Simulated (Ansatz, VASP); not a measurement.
One calculation of TiSi2, two programs

The input INCAR:

```
SYSTEM = TiSi2
PREC = Accurate ; ENCUT = 600
EDIFF = 1E-7 ; ISMEAR = -1
SIGMA = 0.05 ; LREAL = .FALSE.
LASPH = .TRUE. ; NELM = 80
ALGO = Normal ; ISIF = 3
LWAVE = .FALSE. ; LCHARG = .FALSE.
LMAXMIX = 4 ; LDAU = .TRUE.
LDAUTYPE = 2 ; LDAUL = 2 -1
LDAUU = 3 0 ; LDAUJ = 0 0
LDAUPRINT = 1 ; GGA = PS
IBRION = 2 ; NSW = 60
EDIFFG = -0.01
```

File KPOINTS:

```
regular mesh
0
G
  5 5 5
  0 0 0
```

POSCAR

```
TiSi2
1.0
    0.0000000000      4.1175163063      4.2628978354
    2.3895119538      0.0000000000      4.2628978354
    2.3895119538      4.1175163063      0.0000000000
Ti Si
2 4
Direct
    0.7500000000      0.7500000000      0.7500000000
    0.5000000000      0.5000000000      0.5000000000
    0.4125656100      0.0874343900      0.4125656100
    0.0874343900      0.4125656100      0.0874343900
    0.1625656100      0.8374343900      0.1625656100
    0.8374343900      0.1625656100      0.8374343900
```

File input.yaml:

```yaml
crystal:
  lattice:
    - [0.0, 4.1175163063, 4.2628978354]
    - [2.3895119538, 0.0, 4.2628978354]
    - [2.3895119538, 4.1175163063, 0.0]
  atoms:
    - { symbol: Ti, position: [0.75, 0.75, 0.75] }
    - { symbol: Ti, position: [0.5, 0.5, 0.5] }
    - { symbol: Si, position: [0.41256561, 0.08743439, 0.41256561] }
    - { symbol: Si, position: [0.08743439, 0.41256561, 0.08743439] }
    - { symbol: Si, position: [0.16256561, 0.83743439, 0.16256561] }
    - { symbol: Si, position: [0.83743439, 0.16256561, 0.83743439] }
hamiltonian:
  xc: pbesol
  pseudopotentials: { kind: paw }
  hubbard: { sites: [{ species: Ti, l: d, u_eff: 3.0 }] }
kpoints:
  mp_grid: { grid: [5, 5, 5] }
scf:
  occupations: { method: fermi_dirac, width: 0.05 }
output:
  forces: true
  stress: true
  eigenvalues: true
relax:
  f_tol: 0.01
  max_steps: 40
  cell: { stress_tol: 0.05 }
```

The cell is a database's computed one.

Alike in both runs: task relaxation of cell and atoms; functional PBEsol; k mesh 5 × 5 × 5; occupations fermi-dirac, width 0.05 eV; no spin polarisation; Hubbard terms Ti d U = 3 eV.

|  | VASP | Ansatz |
| --- | --- | --- |
| version | VASP 6.6.1 | Ansatz 0.2.0 |
| potentials or method | VASP PAW PBE potentials, release 64 (Ti_sv, Si) | Ansatz PAW |
| plane-wave cutoff (eV) | 600 | 420 |
| valence electrons in the cell | 40 | 40 |

Ansatz gave:

* gap on the k mesh at the Fermi level, each at its own relaxed structure (eV): none
* relaxed volume (Å³/atom): 14.02
* relaxed cell length with the largest relative difference (Å): 4.903
* energy change over the relaxation (meV/atom): -1

Task: What did VASP give for the same quantities?

Result: gap on the k mesh at the Fermi level, each at its own relaxed structure (eV): none; relaxed volume (Å³/atom): 14.15; relaxed cell length with the largest relative difference (Å): 4.922; energy change over the relaxation (meV/atom): -2.

The programs project onto different local orbitals, so the same U acts differently. A gap of «none» marks a metal or a gap that the smearing closes.

Caveats: U without spin polarisation on a metal has little footing; the U is typed as a test and isn't derived for this compound; the PAW data sets were made with another functional, which shifts forces and pressure a little (VASP); the plane-wave basis is chosen anew once the cell has moved, so the energies of steps on either side of that aren't comparable (Ansatz); the PAW data sets come from PBE, with cores solved anew for the run's functional, which leaves a small shift of forces and pressure (Ansatz).
